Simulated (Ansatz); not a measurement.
Input and command of a plane-wave DFT calculation in Ansatz:

```yaml
crystal:
  lattice:
    - [13.7, 0.0, 0.0]
    - [0.0, 14.7, 0.0]
    - [0.0, 0.0, 4.9833397897]
  atoms:
    - { symbol: Al, position: [0.4431785657, 0.3165549289, 0.9990022921], spin: 0.3 }
    - { symbol: Al, position: [0.3295356971, 0.5, 0.9990022921], spin: 0.3 }
    - { symbol: Al, position: [0.5568214343, 0.5, 0.9990022921], spin: 0.3 }
    - { symbol: Al, position: [0.4431785657, 0.6834450711, 0.9990022921], spin: 0.3 }
    - { symbol: Al, position: [0.6704643029, 0.6834450711, 0.9990022921], spin: 0.3 }
    - { symbol: Al, position: [0.4431785657, 0.438851643, 0.4990022921], spin: 0.3 }
    - { symbol: Al, position: [0.3295356971, 0.6222967141, 0.4990022921], spin: 0.3 }
    - { symbol: Al, position: [0.6704643029, 0.438851643, 0.4990022921], spin: 0.3 }
    - { symbol: Al, position: [0.5568214343, 0.6222967141, 0.4990022921], spin: 0.3 }
    - { symbol: "N", position: [0.4431785657, 0.3165549289, 0.3809977079], spin: 0.3 }
    - { symbol: "N", position: [0.3295356971, 0.5, 0.3809977079], spin: 0.3 }
    - { symbol: "N", position: [0.5568214343, 0.5, 0.3809977079], spin: 0.3 }
    - { symbol: "N", position: [0.4431785657, 0.6834450711, 0.3809977079], spin: 0.3 }
    - { symbol: "N", position: [0.6704643029, 0.6834450711, 0.3809977079], spin: 0.3 }
    - { symbol: "N", position: [0.4431785657, 0.438851643, 0.8809977079], spin: 0.3 }
    - { symbol: "N", position: [0.3295356971, 0.6222967141, 0.8809977079], spin: 0.3 }
    - { symbol: "N", position: [0.6704643029, 0.438851643, 0.8809977079], spin: 0.3 }
    - { symbol: "N", position: [0.5568214343, 0.6222967141, 0.8809977079], spin: 0.3 }
basis:
  ecutwfc: 420
kpoints:
  mp_grid: { grid: [1, 1, 7] }
hamiltonian:
  xc: pbesol
scf:
  occupations: { method: gaussian, width: 0.05 }
  lower_state_search: "off"
output:
  forces: true
  stress: true
  eigenvalues: true
  populations: true
  write_density: true
  write_potential: true
  elf: true
  volumetric_format: npy
magnetization:
  spin_polarized: true
relax:
  adjacent_minimum: "off"
  f_tol: 0.02
  max_steps: 45
  cell: { fix: [a, b, alpha, beta, gamma], stress_tol: 0.03 }
```

```bash
ansatz run input.yaml --threads 4 --pin off --max-ram 11264MiB --backend cpu --events-out ev --progress --plain --runs-dir out
```

Processor: Intel(R) Xeon(R) Platinum 8488C (Sapphire Rapids), 4 threads, on a host shared with other jobs.

Q: Estimate time, memory and problem size.

A: About 6.2 min on 4 threads of Intel(R) Xeon(R) Platinum 8488C (Sapphire Rapids), with other jobs on the host, peak memory 1.8 GiB. It solves 57 bands at 4 k points (the mesh reduced by the symmetry that the task leaves, which can be less than the crystal's) with about 14821 plane waves (on the last cell), in 240 SCF iterations over 21 ionic steps.
